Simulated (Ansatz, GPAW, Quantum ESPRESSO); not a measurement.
## One calculation of In3Sb, 3 ways

```
Sb In
1.0
     4.83696    0.00000    0.00000
     0.00000    4.83696    0.00000
     0.00000    0.00000    4.83696
Sb In
1 3
Direct
  0.00000 0.00000 0.00000
  0.00000 0.50000 0.50000
  0.50000 0.00000 0.50000
  0.50000 0.50000 0.00000
```

The cell comes from a database or a generator and needn't be the stable form of this composition.

Alike in all runs: task band structure; functional PBEsol; k mesh 6 × 6 × 6; occupations fermi-dirac, width 0.05 eV; no spin polarisation; no spin-orbit coupling. Pressure is positive in compression and, in plane waves, holds the error of the finite cutoff.

```tsv
program and potentials	plane-wave cutoff (eV)	notes	pressure (GPa)
GPAW, PAW data sets generated for this functional	600	-	-2.87
Quantum ESPRESSO, GBRV 1.5 PBEsol	762	-	?
Ansatz, all-electron LAPW, scalar-relativistic	-	-	-2.58
```

Q: Estimate from the other rows what the run with Quantum ESPRESSO, GBRV 1.5 PBEsol gave.

A: Pressure -2.73 GPa. The other rows, which needn't bracket it: pressure -2.87 to -2.58.
